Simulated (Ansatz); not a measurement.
**Two structures of Zn: comparison of enthalpies under pressure from a Python script**

An exercise on one series of results from a longer session: the logs are not shown, and one member is left open.

Computed with Ansatz 0.2.0 through its Python package. Level of theory: DFT PBE, plane waves, PAW.

## Starting point

Zn Im-3m: It takes space group Im-3m (No. 229, cubic). Conventional cell: a = 3.130 Å, b = 3.130 Å, c = 3.130 Å, α = 90.00°, β = 90.00°, γ = 90.00°. Zn (site symmetry m-3m) has 8 Zn at 2.71 Å as nearest neighbours.

Zn Fd-3m: Symmetry: Fd-3m, No. 227, cubic system. Conventional cell: a = 5.420 Å, b = 5.420 Å, c = 5.420 Å, α = 90.00°, β = 90.00°, γ = 90.00°. Zn (site symmetry -43m) is surrounded by 4 Zn at 2.35 Å.

No structure file is read: the coordinates are typed or built in the script.

Set-up of the first run:

transition_zn.py

```python
"""Pressure at which two phases of Zn cross."""

import warnings

import ansatz as az
import numpy as np
from tabulate import tabulate


def bcc(first, a):
    return az.Crystal.bcc(first, a=a)


def diamond(A, a):
    return (
        az.Lattice.fcc(a)
        .space_group(227, origin_choice=1)
        .atom(A, (0, 0, 0))
        .primitive()
    )


def ground_state(name, crystal, pressure=0.0):
    calc = (
        crystal.calculation()
        .functional(az.Functional.PBE)
        .basis(420)
        .scf(tolerance=1e-09)
        .kpoints(spacing=0.16)
        .occupations("cold", width=0.1)
    )
    calc = calc.relax(force_tolerance=0.03, cell=True, pressure=pressure)
    return calc.run(threads=1, backend="cpu")


def volume_per_atom(outcome):
    return abs(np.linalg.det(outcome.lattice.cell_ang)) / len(outcome.lattice.sites)


def main() -> None:
    warnings.simplefilter("ignore", az.DeckWarning)

    phases = {}
    phases["bcc"] = bcc("Zn", 3.13)
    phases["diamond"] = diamond("Zn", 5.42)

    # H = E + PV, with 1 eV per cubic angstrom equal to 160.2 GPa
    pressures = [0, 20, 40, 60]
    enthalpy, volume = {name: [] for name in phases}, {name: [] for name in phases}
    for p in pressures:
        for name, crystal in phases.items():
            o = ground_state(name, crystal, pressure=p)
            volume[name].append(volume_per_atom(o))
            enthalpy[name].append(o.report["energy_sigma0_ev"] / len(o.lattice.sites) + p * volume[name][-1] / 160.21766)
    gap = np.array(enthalpy["diamond"]) - np.array(enthalpy["bcc"])
    rows = [(p, va, vb, 1000 * d) for p, va, vb, d in zip(pressures, volume["bcc"], volume["diamond"], gap)]
    print(tabulate(rows, headers=["P (GPa)", "V bcc (A^3/atom)", "V diamond (A^3/atom)", "H(diamond) - H(bcc) (meV/atom)"], floatfmt=".4f", tablefmt="simple"))
    crossings = [p0 - g0 * (p1 - p0) / (g1 - g0) for p0, p1, g0, g1 in zip(pressures, pressures[1:], gap, gap[1:]) if g0 * g1 < 0]
    print("crossing near", [round(float(p), 1) for p in crossings], "GPa") if crossings else print("no crossing in this range")


if __name__ == "__main__":
    main()
```

Run with:

```console
python transition_zn.py
```

Among the steps run: Running it.

One table of the session follows, with a row left open; its other results are not shown here.

It belongs to the step «Run by run». Enthalpy H = E + pV of the second structure less the first:

```
pressure (GPa)  ΔH (meV/atom)
             0          384.6
            20              ?
            40         1746.8
            60         2209.6
```

**Question.** Estimate the row for pressure (GPa) = 20.

Worked estimate for «ΔH (meV/atom)». A straight line through the neighbours (0, 384.6) and (40, 1746.8) gives 384.6 + (1746.8 − 384.6) × (20 − 0) / (40 − 0) = 1065.7; a parabola fitted to 3 rows on both sides gives 1138.5.

The run gave: ΔH (meV/atom): 1187.5. In «ΔH (meV/atom)» the line misses by -121.8 and the parabola by -49.0.

Limits of these values: Warnings in the runs' records: stress scf threshold loose.
